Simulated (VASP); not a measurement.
# Li2O (Fm-3m) in VASP: notebook

The runs below take Li2O through relaxation of cell and atoms, with PBE.

Everything below comes from runs of VASP 6.6.1. Logs are shortened: lines on timing, memory, paths and dates and some standing lists are left out, and cuts for length are marked.

## 1. Starting point

The structure is cubic, space group Fm-3m (No. 225). Conventional cell: a = 4.610 Å, b = 4.610 Å, c = 4.610 Å, α = 90.00°, β = 90.00°, γ = 90.00°. Li (site symmetry -43m) has 4 O at 2.00 Å as nearest neighbours. O (site symmetry m-3m) is surrounded by 8 Li at 2.00 Å.

## 2. Relaxation of cell and atoms, PBE

Input file INCAR:

```
SYSTEM = Li2O
PREC = Accurate
ENCUT = 520
EDIFF = 1E-6
ISMEAR = 0
SIGMA = 0.1
LREAL = .FALSE.
LASPH = .TRUE.
NELM = 120
ALGO = Normal
ISIF = 3
LWAVE = .FALSE.
LCHARG = .FALSE.
GGA = PE
IBRION = 2
NSW = 90
EDIFFG = -0.01
```

Input file KPOINTS:

```
Automatic mesh
0
G
  10 10 10
  0 0 0
```

Input file POSCAR:

```
Li2O
1.0
    0.0000000000      2.3050000000      2.3050000000
    2.3050000000      0.0000000000      2.3050000000
    2.3050000000      2.3050000000      0.0000000000
Li O
2 1
Direct
    0.2500000000      0.2500000000      0.2500000000
    0.7500000000      0.7500000000      0.7500000000
    0.0000000000      0.0000000000      0.0000000000
```

Potentials or basis: VASP PAW PBE potentials, release 64 (Li_sv, O).

Command:

```sh
> cat potpaw_PBE.64/Li_sv/POTCAR potpaw_PBE.64/O/POTCAR > POTCAR
> mpirun -np 1 vasp_std > vasp.out
```

OUTCAR:

```text
SYSTEM = Li2O
   PREC = Accurate
   ENCUT = 520
   EDIFF = 1E-6
   ISMEAR = 0
   LREAL = .FALSE.
   LASPH = .TRUE.
   NELM = 120
   ISIF = 3
   GGA = PE
   IBRION = 2
   NSW = 90
   EDIFFG = -0.01

 ion  position               nearest neighbor table
   1  0.250  0.250  0.250-   3 2.00   3 2.00   3 2.00   3 2.00   2 2.31   2 2.31   2 2.31   2 2.31
                             2 2.31   2 2.31
   2  0.750  0.750  0.750-   3 2.00   3 2.00   3 2.00   3 2.00   1 2.31   1 2.31   1 2.31   1 2.31
                             1 2.31   1 2.31
   3  0.000  0.000  0.000-   1 2.00   2 2.00   2 2.00   2 2.00   2 2.00   1 2.00   1 2.00   1 2.00

  LATTYP: Found a face centered cubic cell.
 ALAT       =     4.6100000000

  Lattice vectors:

 A1 = (   0.0000000000,   2.3050000000,   2.3050000000)
 A2 = (   2.3050000000,   0.0000000000,   2.3050000000)
 A3 = (   2.3050000000,   2.3050000000,   0.0000000000)

Analysis of symmetry for initial positions (statically):
=====================================================================
 Subroutine PRICEL returns:
 Original cell was already a primitive cell.

 Routine SETGRP: Setting up the symmetry group for a
 face centered cubic supercell.

 Subroutine GETGRP returns: Found 48 space group operations
 (whereof 48 operations were pure point group operations)
 out of a pool of 48 trial point group operations.

The static configuration has the point symmetry O_h .

Analysis of symmetry for dynamics (positions and initial velocities):
=====================================================================
 Subroutine PRICEL returns:
 Original cell was already a primitive cell.

 Routine SETGRP: Setting up the symmetry group for a
 face centered cubic supercell.

 Subroutine GETGRP returns: Found 48 space group operations
 (whereof 48 operations were pure point group operations)
 out of a pool of 48 trial point group operations.

The dynamic configuration has the point symmetry O_h .

 Subroutine INISYM returns: Found 48 space group operations
 (whereof 48 operations are pure point group operations),
 and found     1 'primitive' translations

----------------------------------------------------------------------------------------

                                     Primitive cell

  volume of cell :      24.4930

  direct lattice vectors                    reciprocal lattice vectors
     0.000000000  2.305000000  2.305000000    -0.216919740  0.216919740  0.216919740
     2.305000000  0.000000000  2.305000000     0.216919740 -0.216919740  0.216919740
     2.305000000  2.305000000  0.000000000     0.216919740  0.216919740 -0.216919740

  length of vectors
     3.259762261  3.259762261  3.259762261     0.375716010  0.375716010  0.375716010

  position of ions in fractional coordinates (direct lattice)
     0.250000000  0.250000000  0.250000000
     0.750000000  0.750000000  0.750000000
     0.000000000  0.000000000  0.000000000

  ion indices of the primitive-cell ions
   primitive index   ion index
                 1           1
                 2           2
                 3           3

----------------------------------------------------------------------------------------

 KPOINTS: Automatic mesh

Automatic generation of k-mesh.
 Grid dimensions read from file:
 generate k-points for:   10   10   10

 Generating k-lattice:

  Cartesian coordinates                     Fractional coordinates (reciprocal lattice)
    -0.021691974  0.021691974  0.021691974     0.100000000  0.000000000  0.000000000
     0.021691974 -0.021691974  0.021691974     0.000000000  0.100000000  0.000000000
     0.021691974  0.021691974 -0.021691974     0.000000000  0.000000000  0.100000000

  Length of vectors
     0.037571601  0.037571601  0.037571601

  Shift w.r.t. Gamma in fractional coordinates (k-lattice)
     0.000000000  0.000000000  0.000000000

 Subroutine IBZKPT returns following result:
 ===========================================

 Found     47 irreducible k-points:

 Following reciprocal coordinates:
            Coordinates               Weight
  0.000000  0.000000  0.000000      1.000000
  0.100000  0.000000  0.000000      8.000000
  0.200000  0.000000  0.000000      8.000000
  0.300000  0.000000  0.000000      8.000000
  0.400000  0.000000  0.000000      8.000000
  0.500000  0.000000  0.000000      4.000000
[... 16 lines left out ...]
  0.300000  0.300000  0.000000      6.000000
  0.400000  0.300000  0.000000     24.000000
 [... further k-points ...]
   k-points           NKPTS =     47   k-points in BZ     NKDIM =     47   number of bands    NBANDS=     10
   number of dos      NEDOS =    301   number of ions     NIONS =      3
   total plane-waves  NPLWV =  13824
   dimension x,y,z NGX =    24 NGY =   24 NGZ =   24
   dimension x,y,z NGXF=    48 NGYF=   48 NGZF=   48
   ions per type =               2   1
   NGX,Y,Z   is equivalent  to a cutoff of  12.24, 12.24, 12.24 a.u.
   NGXF,Y,Z  is equivalent  to a cutoff of  24.48, 24.48, 24.48 a.u.
 SYSTEM =  Li2O
   PREC   = accura    normal or accurate (medium, high low for compatibility)
   ISTART =      0    job   : 0-new  1-cont  2-samecut
   ICHARG =      2    charge: 1-file 2-atom 10-const
   ISPIN  =      1    spin polarized calculation?
   LNONCOLLINEAR =      F non collinear calculations
   LSORBIT =      F    spin-orbit coupling
   LASPH  =      T    aspherical Exc in radial PAW
   ENCUT  =  520.0 eV  38.22 Ry    6.18 a.u.   6.06  6.06  6.06*2*pi/ulx,y,z
   NELM   =    120;   NELMIN=  2; NELMDL= -5     # of ELM steps
   EDIFF  = 0.1E-05   stopping-criterion for ELM
   LREAL  =      F    real-space projection
   EDIFFG = -.1E-01   stopping-criterion for IOM
   NSW    =     90    number of steps for IOM
   IBRION =      2    ionic relax: 0-MD 1-quasi-New 2-CG
   NFREE  =      1    steps in history (QN), initial steepest desc. (CG)
   ISIF   =      3    stress and relaxation
   ISYM   =      2    0-nonsym 1-usesym 2-fastsym
   POTIM  = 0.5000    time-step for ionic-motion
   TEBEG  =    0.0;   TEEND  =   0.0 temperature during run
   PSTRESS=    0.0 pullay stress
   NELECT =      12.0000    total number of electrons
   NUPDOWN=      -1.0000    fix difference up-down
   EMIN   =  10.00;   EMAX   =-10.00  energy-range for DOS
   EFERMI =   0.00;   METHOD = LEGACY
   ISMEAR =     0;   SIGMA  =   0.10  broadening in eV -4-tet -1-fermi 0-gaus
   EFERMI_NEDOS =   21; number of points for ismear=-14 and -15
   IALGO  =     38    algorithm
   IMIX   =      4    mixing-type and parameters
     AMIX     =   0.40;   BMIX     =  1.00
     AMIX_MAG =   1.60;   BMIX_MAG =  1.00
  volume/ion in A,a.u.               =       8.16        55.10
  Fermi-wavevector in a.u.,A,eV,Ry     =   1.290588  2.438858 22.662103  1.665618
  Thomas-Fermi vector in A             =   2.422410
   LORBIT       =      0    0 simple, 1 ext, 2 COOP (PROOUT), +10 PAW based schemes
   GGA     = PE    functional components
   LHFCALC =     F    Hartree Fock is set to
   AEXX    =    0.0000 exact exchange contribution
   IVDW    =     0    specifies the selected vdW correction
   LEPSILON=     F    determine dielectric tensor
   LRPA    =     F    only Hartree local field effects (RPA)
 conjugate gradient relaxation of ions
 non-spin polarized calculation
 Gauss-broadening in eV      SIGMA  =   0.10
  energy-cutoff  :      520.00
  volume of cell :       24.49
 maximum number of plane-waves:       678
   NGX = 13   NGY = 13   NGZ = 13

--------------------------------------- Ionic step        1  -------------------------------------------

 number of electron      11.9999977 magnetization

 Free energy of the ion-electron system (eV)
  ---------------------------------------------------
  ext. energy  EPLUGINS =         0.00000000
  ---------------------------------------------------
  free energy    TOTEN  =       -14.34602742 eV

  energy without entropy =      -14.34602742  energy(sigma->0) =      -14.34602742

------------------------ aborting loop because EDIFF is reached ----------------------------------------

  FORCE on cell =-STRESS in cart. coord.  units (eV):
  Direction    XX          YY          ZZ          XY          YZ          ZX
  --------------------------------------------------------------------------------------
  -------------------------------------------------------------------------------------
  Total        0.1313193      0.1313193      0.1313193      0.0000000     -0.0000000      0.0000000
  in kB        8.5900636      8.5900636      8.5900636      0.0000000     -0.0000000      0.0000000
  external PRESSURE =       8.5900636 kB  Pullay stress =       0.0000000 kB
[... 59 lines left out ...]
  energy  without entropy=      -14.3466055840  energy(sigma->0) =      -14.34660558

--------------------------------------- Ionic step        3  -------------------------------------------

 number of electron      11.9999975 magnetization

 Free energy of the ion-electron system (eV)
  ---------------------------------------------------
  ext. energy  EPLUGINS =         0.00000000
  ---------------------------------------------------
  free energy    TOTEN  =       -14.34670230 eV

  energy without entropy =      -14.34670230  energy(sigma->0) =      -14.34670230

 E-fermi :   1.7732     XC(G=0):  -9.7339

 val. band max:        1.3186439403   @ k =   0.0000   0.0000   0.0000
 cond. band min:       6.2826079871   @ k =   0.5000   0.5000   0.0000
 fundamental gap:      4.9639640467
 Fermi energy:         1.7732326198

 k-point     1 :       0.0000    0.0000    0.0000
  band No.  band energies     occupation
      1     -41.6836      2.00000
      2     -41.3575      2.00000
      3     -14.1227      2.00000
      4       1.3186      2.00000
      5       1.3186      2.00000
      6       1.3186      2.00000
      7       6.5634      0.00000
      8      13.2263      0.00000
      9      13.2263      0.00000
     10      13.2263      0.00000
[... 287 lines left out ...]
 k-point    24 :       0.4000    0.3000    0.0000
  band No.  band energies     occupation
      1     -41.5771      2.00000
      2     -41.4361      2.00000
      3     -13.9036      2.00000
      4      -0.3216      2.00000
      5       0.2395      2.00000
      6       0.2858      2.00000
      7       7.1801      0.00000
      8      13.9049      0.00000
      9      14.3102      0.00000
     10      15.4062      0.00000

 [... further k-points ...]

------------------------ aborting loop because EDIFF is reached ----------------------------------------

  FORCE on cell =-STRESS in cart. coord.  units (eV):
  Direction    XX          YY          ZZ          XY          YZ          ZX
  --------------------------------------------------------------------------------------
  -------------------------------------------------------------------------------------
  Total       -0.0026301     -0.0026301     -0.0026301     -0.0000000     -0.0000000     -0.0000000
  in kB       -0.1702558     -0.1702558     -0.1702558     -0.0000000     -0.0000000     -0.0000000
  external PRESSURE =      -0.1702558 kB  Pullay stress =       0.0000000 kB
[... 18 lines left out ...]
  FREE ENERGIE OF THE ION-ELECTRON SYSTEM (eV)
  ---------------------------------------------------
  free  energy   TOTEN  =       -14.3467022964 eV

  energy  without entropy=      -14.3467022964  energy(sigma->0) =      -14.34670230

 reached required accuracy - stopping structural energy minimisation
```

Wall time 9.9 s (1 thread of AMD EPYC 9R45 (Zen 5), shared host); peak memory 0.1 GiB.

The run converged, but some of its settings lie outside the range that counts as converged, so its numbers aren't taken as properties of the crystal.

What came out:

| Property | Result |
| --- | --- |
| Free energy | -14.3467 eV |
| Relaxed volume | 8.25 Å³/atom |
| Relaxed cell | a = 3.271 Å, b = 3.271 Å, c = 3.271 Å, α = 60.00°, β = 60.00°, γ = 60.00° |
| Space group after relaxing (to 0.05 Å) | Fm-3m (No. 225) |
| Energy gained by relaxing | 0.2 meV/atom |
| Ionic steps | 3 |
| Band gap on the k mesh | 4.96 eV, indirect (least direct gap 5.24 eV) |

Caveat: the cutoff is under 1.25 times the usual one of these potentials, so pressure, stress and relaxed cells hold a basis-set (Pulay) error.

## 3. Relaxation of cell and atoms, PBE

This run uses another cell than the first one, of 8.25 Å³/atom, 1.011 times its volume.

INCAR, as its differences from that of step 2:

```diff
@@ -3,3 +3,3 @@
 ENCUT = 520
-EDIFF = 1E-6
+EDIFF = 1E-7
 ISMEAR = 0
@@ -15,3 +15,4 @@
 IBRION = 2
-NSW = 90
-EDIFFG = -0.01
+NSW = 60
+EDIFFG = -0.005
+POTIM = 0.3
```

KPOINTS is that of step 2.

Input file POSCAR:

```
Li2O                                    
1.0
    0.0000000000      2.3130528834      2.3130528834
    2.3130528834      0.0000000000      2.3130528834
    2.3130528834      2.3130528834      0.0000000000
  Li              O             
     2     1
Direct
     0.2500000000000000    0.2500000000000000    0.2500000000000000
     0.7500000000000000    0.7500000000000000    0.7500000000000000
     0.0000000000000000    0.0000000000000000    0.0000000000000000
```

Potentials or basis: VASP PAW PBE potentials, release 64 (Li_sv, O).

Command:

```sh
> cat potpaw_PBE.64/Li_sv/POTCAR potpaw_PBE.64/O/POTCAR > POTCAR
> mpirun -np 1 vasp_std > vasp.out
```

It took 5.8 s on 1 thread of AMD EPYC 9R45 (Zen 5), shared host; peak memory 0.11 GiB.

The run converged, but some of its settings lie outside the range that counts as converged, so its numbers aren't taken as properties of the crystal.

What came out:

```
Free energy            : -14.3472 eV
Band gap on the k mesh : 4.96 eV, indirect (least direct gap 5.24 eV)
```

Caveat: the cutoff is under 1.25 times the usual one of these potentials, so pressure, stress and relaxed cells hold a basis-set (Pulay) error; the relaxation stopped at its first step, so nothing moved.
